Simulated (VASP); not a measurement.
# Al (P6_3/mmc) in VASP: further runs, part 2 of 2

VASP 6.6.1.

**4. Single point, LDA**

This run uses another cell than the first one, of 16.60 Å³/atom, 1.042 times its volume.

Input file INCAR:

```
ALGO = Fast
EDIFF = 1E-6
ENCUT = 520
GGA = CA
ISIF = 2
ISMEAR = 0
LASPH = True
LCHARG = False
LREAL = False
LWAVE = False
NBANDS = 10
NELM = 100
PREC = Accurate
SIGMA = 0.1
```

Input file KPOINTS:

```
k-points
0
Gamma
  9 9 4
```

Input file POSCAR:

```
Al
1.0
    2.8633495052      0.0000000000      0.0000000000
   -1.4316747526      2.4797334114      0.0000000000
    0.0000000000      0.0000000000      4.6758497419
Al
2
Direct
    0.3333333333      0.6666666667      0.2500000000
    0.6666666667      0.3333333333      0.7500000000
```

Potentials or basis: VASP PAW LDA potentials, release 64 (Al).

The run is started by

```sh
> cat potpaw_LDA.64/Al/POTCAR > POTCAR
> mpirun -np 1 vasp_std > vasp.out
```

OUTCAR:

```text
EDIFF = 1E-6
   ENCUT = 520
   GGA = CA
   ISIF = 2
   ISMEAR = 0
   LASPH = True
   LREAL = False
   NELM = 100
   PREC = Accurate

 ion  position               nearest neighbor table
   1  0.333  0.667  0.250-   2 2.86   2 2.86   2 2.86   2 2.86   2 2.86   2 2.86
   2  0.667  0.333  0.750-   1 2.86   1 2.86   1 2.86   1 2.86   1 2.86   1 2.86

  LATTYP: Found a hexagonal cell.
 ALAT       =     2.8633495052
 C/A-ratio  =     1.6330000000

  Lattice vectors:

 A1 = (   2.8633495052,   0.0000000000,   0.0000000000)
 A2 = (  -1.4316747526,   2.4797334114,   0.0000000000)
 A3 = (   0.0000000000,   0.0000000000,   4.6758497419)

Analysis of symmetry for initial positions (statically):
=====================================================================
 Subroutine PRICEL returns:
 Original cell was already a primitive cell.

 Routine SETGRP: Setting up the symmetry group for a
 hexagonal supercell.

 Subroutine GETGRP returns: Found 24 space group operations
 (whereof 12 operations were pure point group operations)
 out of a pool of 24 trial point group operations.

The static configuration has the point symmetry D_3d.
 The point group associated with its full space group is D_6h.

Analysis of symmetry for dynamics (positions and initial velocities):
=====================================================================
 Subroutine PRICEL returns:
 Original cell was already a primitive cell.

 Routine SETGRP: Setting up the symmetry group for a
 hexagonal supercell.

 Subroutine GETGRP returns: Found 24 space group operations
 (whereof 12 operations were pure point group operations)
 out of a pool of 24 trial point group operations.

The dynamic configuration has the point symmetry D_3d.
 The point group associated with its full space group is D_6h.

 Subroutine INISYM returns: Found 24 space group operations
 (whereof 12 operations are pure point group operations),
 and found     1 'primitive' translations

----------------------------------------------------------------------------------------

                                     Primitive cell

  volume of cell :      33.2001

  direct lattice vectors                    reciprocal lattice vectors
     2.863349505  0.000000000  0.000000000     0.349241334  0.201634578  0.000000000
    -1.431674753  2.479733411  0.000000000     0.000000000  0.403269156  0.000000000
     0.000000000  0.000000000  4.675849742     0.000000000  0.000000000  0.213864871

  length of vectors
     2.863349505  2.863349505  4.675849742     0.403269156  0.403269156  0.213864871

  position of ions in fractional coordinates (direct lattice)
     0.333333333  0.666666667  0.250000000
     0.666666667  0.333333333  0.750000000

  ion indices of the primitive-cell ions
   primitive index   ion index
                 1           1
                 2           2

----------------------------------------------------------------------------------------

 KPOINTS: k-points

Automatic generation of k-mesh.
 Grid dimensions read from file:
 generate k-points for:    9    9    4

 Generating k-lattice:

  Cartesian coordinates                     Fractional coordinates (reciprocal lattice)
[... 39 lines left out ...]
  0.333333  0.222222  0.250000     24.000000
  0.333333  0.333333  0.250000      4.000000
 [... further k-points ...]
   k-points           NKPTS =     36   k-points in BZ     NKDIM =     36   number of bands    NBANDS=     10
   number of dos      NEDOS =    301   number of ions     NIONS =      2
   total plane-waves  NPLWV =  20736
   dimension x,y,z NGX =    24 NGY =   24 NGZ =   36
   dimension x,y,z NGXF=    48 NGYF=   48 NGZF=   72
   ions per type =               2
   NGX,Y,Z   is equivalent  to a cutoff of  13.93, 13.93, 12.80 a.u.
   NGXF,Y,Z  is equivalent  to a cutoff of  27.87, 27.87, 25.60 a.u.
 SYSTEM =  unknown system
   PREC   = accura    normal or accurate (medium, high low for compatibility)
   ISTART =      0    job   : 0-new  1-cont  2-samecut
   ICHARG =      2    charge: 1-file 2-atom 10-const
   ISPIN  =      1    spin polarized calculation?
   LNONCOLLINEAR =      F non collinear calculations
   LSORBIT =      F    spin-orbit coupling
   LASPH  =      T    aspherical Exc in radial PAW
   ENCUT  =  520.0 eV  38.22 Ry    6.18 a.u.   5.32  5.32  8.69*2*pi/ulx,y,z
   NELM   =    100;   NELMIN=  2; NELMDL= -5     # of ELM steps
   EDIFF  = 0.1E-05   stopping-criterion for ELM
   LREAL  =      F    real-space projection
   EDIFFG = 0.1E-04   stopping-criterion for IOM
   NSW    =      0    number of steps for IOM
   IBRION =     -1    ionic relax: 0-MD 1-quasi-New 2-CG
   NFREE  =      0    steps in history (QN), initial steepest desc. (CG)
   ISIF   =      2    stress and relaxation
   ISYM   =      2    0-nonsym 1-usesym 2-fastsym
   POTIM  = 0.5000    time-step for ionic-motion
   TEBEG  =    0.0;   TEEND  =   0.0 temperature during run
   PSTRESS=    0.0 pullay stress
   NELECT =       6.0000    total number of electrons
   NUPDOWN=      -1.0000    fix difference up-down
   EMIN   =  10.00;   EMAX   =-10.00  energy-range for DOS
   EFERMI =   0.00;   METHOD = LEGACY
   ISMEAR =     0;   SIGMA  =   0.10  broadening in eV -4-tet -1-fermi 0-gaus
   EFERMI_NEDOS =   21; number of points for ismear=-14 and -15
   IALGO  =     68    algorithm
   IMIX   =      4    mixing-type and parameters
     AMIX     =   0.40;   BMIX     =  1.00
     AMIX_MAG =   1.60;   BMIX_MAG =  1.00
  volume/ion in A,a.u.               =      16.60       112.02
  Fermi-wavevector in a.u.,A,eV,Ry     =   0.925576  1.749084 11.655980  0.856690
  Thomas-Fermi vector in A             =   2.051445
   LORBIT       =      0    0 simple, 1 ext, 2 COOP (PROOUT), +10 PAW based schemes
   GGA     = CA    functional components
   LHFCALC =     F    Hartree Fock is set to
   AEXX    =    0.0000 exact exchange contribution
   IVDW    =     0    specifies the selected vdW correction
   LEPSILON=     F    determine dielectric tensor
   LRPA    =     F    only Hartree local field effects (RPA)
 non-spin polarized calculation
 RMM-DIIS sequential band-by-band and
 Gauss-broadening in eV      SIGMA  =   0.10
  energy-cutoff  :      520.00
  volume of cell :       33.20
 maximum number of plane-waves:       906
 NGX is ok and might be reduce to    24
   NGX = 11   NGY = 11   NGZ = 17

 number of electron       6.0000000 magnetization

 Free energy of the ion-electron system (eV)
  ---------------------------------------------------
  ext. energy  EPLUGINS =         0.00000000
  ---------------------------------------------------
  free energy    TOTEN  =        -8.27998210 eV

  energy without entropy =       -8.27482437  energy(sigma->0) =       -8.27740324

 E-fermi :   7.6656     XC(G=0): -10.3230

 val. band max:        7.5985809657   @ k =   0.3333   0.2222   0.2500
 cond. band min:       7.6726576321   @ k =   0.1111   0.1111   0.2500
 fundamental gap:      0.0740766664
 Fermi energy:         7.6656335643

 k-point     1 :       0.0000    0.0000    0.0000
  band No.  band energies     occupation
      1      -3.3325      2.00000
      2       3.2056      2.00000
      3       3.3389      2.00000
      4      18.1188      0.00000
      5      18.1188      0.00000
      6      18.6247      0.00000
      7      18.6247      0.00000
      8      19.7804      0.00000
      9      21.5964      0.00000
     10      21.7320      0.00000
[... 287 lines left out ...]
 k-point    24 :       0.3333    0.3333    0.2500
  band No.  band energies     occupation
      1       4.7027      2.00000
      2       4.7027      2.00000
      3       5.0533      2.00000
      4       8.1141      0.00000
      5       8.1141      0.00000
      6       8.1663      0.00000
      7      14.4123      0.00000
      8      14.4123      0.00000
      9      14.7448      0.00000
     10      23.1344      0.00000

 [... further k-points ...]

------------------------ aborting loop because EDIFF is reached ----------------------------------------

  FORCE on cell =-STRESS in cart. coord.  units (eV):
  Direction    XX          YY          ZZ          XY          YZ          ZX
  --------------------------------------------------------------------------------------
  -------------------------------------------------------------------------------------
  Total       -0.5301660     -0.5301660     -0.7603818     -0.0000000     -0.0000000      0.0000000
  in kB      -25.5848310    -25.5848310    -36.6946191     -0.0000000     -0.0000000      0.0000000
  external PRESSURE =     -29.2880937 kB  Pullay stress =       0.0000000 kB

 VOLUME and BASIS-vectors are now :
 -----------------------------------------------------------------------------
  energy-cutoff  :      520.00
  volume of cell :       33.20
      direct lattice vectors                 reciprocal lattice vectors
     2.863349505  0.000000000  0.000000000     0.349241334  0.201634578  0.000000000
    -1.431674753  2.479733411  0.000000000     0.000000000  0.403269156  0.000000000
     0.000000000  0.000000000  4.675849742     0.000000000  0.000000000  0.213864871

 POSITION                                       TOTAL-FORCE (eV/Angst)
 -----------------------------------------------------------------------------------
     -0.00000      1.65316      1.16896        -0.000000     -0.000000      0.000000
      1.43167      0.82658      3.50689         0.000000      0.000000      0.000000
 -----------------------------------------------------------------------------------
    total drift:                                0.000000     -0.000000      0.000000

  FREE ENERGIE OF THE ION-ELECTRON SYSTEM (eV)
  ---------------------------------------------------
  free  energy   TOTEN  =        -8.2799821043 eV

  energy  without entropy=       -8.2748243717  energy(sigma->0) =       -8.27740324
```

stdout:

```text
POSCAR found type information on POSCAR Al
 POSCAR found :  1 types and       2 ions
 scaLAPACK will be used
 LDA part: xc-table for (Slater(with rela. corr.)+CA(PZ))
 , standard interpolation
 POSCAR, INCAR and KPOINTS ok, starting setup
 FFT: planning ... GRIDC
 FFT: planning ... GRID_SOFT
 FFT: planning ... GRID
 WAVECAR not read
 entering main loop
```

Wall time 5.5 s (1 thread of Intel Xeon Platinum 8259CL at 2.50GHz (Skylake/Cascade Lake), shared host); peak memory 0.13 GiB.

What came out:

```yaml
Free_energy: -8.2800 eV
Pressure: -2.9 GPa
Band_gap_on_the_k_mesh: none (metal or under the smearing width)
```

**5. The runs side by side**

```tsv
task	cell	k mesh	cutoff (eV)	gap on the mesh (eV)	pressure (GPa)
single point	P6_3/mmc, 15.94 Å³/atom	18 × 18 × 10	520	none	0.1
relaxation of cell and atoms	relaxed	18 × 18 × 10	600	none	0.0
single point	P6_3/mmc, 16.6 Å³/atom	9 × 9 × 4	520	none	-2.9
```

Alike in all rows: level LDA; potentials or basis VASP PAW LDA potentials, release 64 (Al); no spin polarisation; smearing gaussian 0.1 eV.

Total energies depend on the potentials used, so only differences within one code and one set of settings carry meaning.
